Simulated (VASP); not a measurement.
Write the native input for VASP 6.6.1 that does the following.

```
Task                   : single point
Functional             : PBE
Dispersion             : D3(BJ)
Potentials or basis    : VASP PAW PBE potentials, release 64 (Ge_d)
Cutoff                 : 520 eV
k mesh                 : 12 × 12 × 1
Occupations            : gaussian, width 0.04 eV
Spin                   : no spin polarisation
Dipole correction      : yes
Further INCAR settings : ALGO = Normal; EDIFF = 1e-06; NBANDS = 21
```

The structure of Ge lies in POSCAR:

```
Ge
1.0
    4.0448463384      0.0000000000      0.0000000000
   -2.0224231692      3.5029396835      0.0000000000
    0.0000000000      0.0000000000     20.5300000000
Ge
2
Direct
    0.3333333333      0.6666666667      0.3722445797
    0.6666666667      0.3333333333      0.4071024075
```

The cell was built by a generator and needn't be a form met in nature.

These files were run (other wordings do the same):

INCAR

```
ALGO     = Normal         # electronic algorithm
DIPOL    = 0.5 0.5 0.390
EDIFF    = 1E-6           # SCF threshold, eV
ENCUT    = 520            # plane-wave cutoff, eV
GGA      = PE             # functional
IDIPOL   = 3            
ISIF     = 2              # what is computed and relaxed
ISMEAR   = 0              # smearing method
IVDW     = 12             # dispersion correction
LASPH    = T              # aspherical terms in the spheres
LCHARG   = T              # write CHGCAR
LDIPOL   = T            
LELF     = T              # ELF
LREAL    = F              # projectors in reciprocal space
LVACPOTAV= T            
LVHAR    = T            
LWAVE    = F              # write WAVECAR
NBANDS   = 21             # bands
NELM     = 100            # most SCF steps
PREC     = Accurate       # precision mode
SIGMA    = 0.04           # smearing width, eV
```

KPOINTS

```
k-points
0
Gamma
  12 12 1
```

Potentials or basis: VASP PAW PBE potentials, release 64 (Ge_d).

Run with:

```sh
$ cat potpaw_PBE.64/Ge_d/POTCAR > POTCAR
$ mpirun -np 1 vasp_std > vasp.out
```

It gave:

The largest force is 0.148 eV/Å. The band gap on the k mesh is none (metal or under the smearing width), the dispersion energy per atom is -0.153 eV and the work function of the upper face is 4.48 eV. The work function of the lower face is 4.48 eV.

Wall time 110 s on 1 thread of Intel(R) Xeon(R) Platinum 8488C (Sapphire Rapids) (shared host), peak memory 0.42 GiB.
